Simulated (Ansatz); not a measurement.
## Yb in Ansatz, settings compared

Run with:

```bash
ansatz run input.yaml --threads 1 --pin off --max-ram 2560MiB --backend cpu --events-out ev --progress --plain --runs-dir out
```

Input:

```yaml
crystal:
  lattice:
    - [5.069319, 2.83053, -0.058324]
    - [-1.702471, 2.852525, 0.023913]
    - [1.617959, 2.847693, 5.353669]
  atoms:
    - { symbol: Yb, position: [0.053428, 0.347258, 0.281714] }
    - { symbol: Yb, position: [0.552882, 0.858134, 0.240875] }
    - { symbol: Yb, position: [0.988424, 0.60203, 0.744749] }
kpoints:
  mp_grid: { grid: [4, 6, 4], shift: [0.0, 0.0, 0.5] }
magnetization:
  spin_polarized: true
scf:
  occupations: { method: fermi_dirac }
hamiltonian:
  pseudopotentials: { kind: paw }
  xc: pbe
basis:
  ecutwfc: 420
output:
  forces: true
  stress: true
  eigenvalues: true
  write_density: true
  write_potential: true
  elf: true
  volumetric_format: npy
```

Origin of the cell: a cell with a point defect, so it need not be a known compound.

The smearing width isn't typed, so it takes its default of 0.1 eV.

Output of this run (shortened):

```
Pseudopotentials: kind: paw
Pseudopotential: Yb, paw, valence charge 24, recommended cutoff 420 eV (normal), Yb.paw.azcp
Functional definition: PBE
  exchange = pbe_x(kappa = kappa, mu = beta*pi^2/3)
  correlation = pbe_c(beta = beta)
Crystal: 3 atoms, lattice volume = 103.531 Å³
Basis set: ecut = 420 eV, 2021 PW (Γ), exchange–correlation on 80×48×90 points (8 copies of the dense FFT grid, shifted against one another)
Bands: 44, of which v1, the nominal top of the filled ones, is band 36 counted from 1 (35 counted from 0)
Symmetry: 1 space group operations
Space group: P1 (ITA 1), of the structure as read, at distance tolerance 4.7e-5 Å
k-points: 48 of 96 (time reversal used)
[… 2 lines left out …]
Initial density: superposition of atomic densities (chi_scale 0.1, normalization cell)
Functional: x = pbe(κ = 0.804, μ = 0.219515), c = pbe(β = 0.066725)
SCF iter   1: F=—  HF=-41383.709771 eV  Δρ=1.22e-2  dr2=1.74e0  dr2_m=0.00e0  M=0.000 μB ∫|m|=0.000 μB
SCF iter   2: F=—  HF=-41383.585459 eV  Δρ=1.11e-2  dr2=1.28e0  dr2_m=0.00e0  M=0.000 μB ∫|m|=0.000 μB
SCF iter   3: F=—  HF=-41383.913000 eV  Δρ=6.56e-2  dr2=1.80e1  dr2_m=0.00e0  M=0.000 μB ∫|m|=0.000 μB  recentre
SCF iter   4: F=—  HF=-41383.537975 eV  Δρ=1.73e-2  dr2=1.69e0  dr2_m=0.00e0  M=0.000 μB ∫|m|=0.000 μB
SCF iter   5: F=—  HF=-41374.342183 eV  Δρ=2.99e-1  dr2=6.97e1  dr2_m=2.69e1  M=10.562 μB ∫|m|=10.562 μB
[… 35 lines left out …]
SCF iter  41: F=—  HF=-41383.319432 eV  Δρ=4.06e-5  dr2=7.62e-6  dr2_m=0.00e0  M=0.000 μB ∫|m|=0.000 μB  defer=167
SCF iter  42: F=—  HF=-41383.319432 eV  Δρ=1.15e-5  dr2=5.54e-7  dr2_m=0.00e0  M=0.000 μB ∫|m|=0.000 μB  defer=167
SCF iter  43: F=-41383.319432 eV  HF=-41383.319432 eV  Δρ=4.59e-6  dr2=8.92e-8  dr2_m=0.00e0  M=0.000 μB ∫|m|=0.000 μB
SCF iter  44: F=-41383.319432 eV  HF=-41383.319432 eV  Δρ=6.13e-6  dr2=1.76e-7  dr2_m=0.00e0  M=0.000 μB ∫|m|=0.000 μB
SCF iter  45: F=-41383.319432 eV  HF=-41383.319432 eV  Δρ=1.75e-6  dr2=1.30e-8  dr2_m=0.00e0  M=0.000 μB ∫|m|=0.000 μB
SCF 1 converged in 45 iterations: F = -41383.319432 eV  dr2 = 1.30e-8
SCF converged after 45 iterations
an eigenvalue changed by more than its tolerance at an iteration that met the thresholds in force, so the SCF went on 1 time: the last check found none over its tolerance
Magnetization: 0.0000 μB (36.0000 up, 36.0000 down)
Absolute magnetization: 0.0000 μB (∫|ρ↑−ρ↓|)
Spin contamination: 0.0000 ħ² per cell (⟨S²⟩ above its minimum at these occupations)
Per-site moments (μB) at R_I (Å): [(0.0, 1.282004), (0.0, 1.316859), (0.0, 1.282004)]
Free energy (F): -41383.319432 eV
Harris-Foulkes:  -41383.319432 eV  (|F-HF|=1.44e-8)
Internal energy: -41383.085773 eV  (E = F + TS)
E sigma→0 (E₀):  -41383.202603 eV
Entropy (-TS):   -0.233659 eV (-77.886 meV/atom)
Fermi energy:    10.818622 eV
--- Per-component energies (eV) ---
  E_band       = 4.495601
  E_kinetic    = 1077.689763
  E_local      = -19996.282194  (includes V_loc(G=0)·N_el)
  E_nonlocal   = 1634.745267
  E_hartree    = 8771.120512
  E_xc         = -494.685076
  E_vxc        = -616.408531  (∫ρ·V_xc dr)
  E_paw        = -22053.539857  (= ΣΔE_a)
  E_vpaw       = 362.521908  (= ΣTr[D̂ρ^β])
  E_aug_tail   = 0.000008  (compensation charges beyond the density's cutoff)
  E_ewald      = -10322.134198
  E_smearing   = -0.233659  (= −TS)
  Σ components = -41383.319432   (vs F -41383.319432, Δ=0.00e0)
--- Forces (eV/Å), atoms counted from 1 ---
  atom   1  Yb    -0.674452    -0.500262    -1.112092
  atom   2  Yb     0.419856     0.243300     0.374903
  atom   3  Yb     0.254597     0.256964     0.737199
  max |Σ_I F_I| component: 9.52e-6 eV/Å
--- Stress (GPa, compression-positive) ---
        4.160777      -1.311455       0.074661
       -1.311455       7.017069      -0.016075
        0.074661      -0.016075       6.439172
  P = ⅓ Tr σ = 5.8723 GPa (58.723 kbar)
```

The same input was run again with these changes:

1. `hamiltonian.xc` pbe → revpbe
2. `hamiltonian.xc` pbe → r2scan; `scf.occupations.method` fermi_dirac → tetrahedron_uncorrected

```
 run        end  SCF iterations  P (GPa)  max force component (eV/Å)  moment (μB)  ΔE(σ→0) (meV/atom)
base  converged              45     5.87                       1.112         0.00                   0
   1  converged              41     7.09                       1.166         0.00                   –
   2  converged              65     5.44                       1.121         0.01                   –
```

Energies are compared only where functional, datasets, charge and starting cell are the same.

Caveats of the base run: f shells without a U or exact exchange are poorly placed; no spin-orbit coupling, though heavy elements are present; spin is on but no moment was typed; the k mesh is coarse if the cell is a metal.

Run 1: forces of this functional can be a tenth off on datasets made under PBE.
Run 2: the cutoff lies below the datasets' advice.

Time of the base run: 140 s of wall time on 1 CPU thread(s) of a shared host, from the program's own first density.
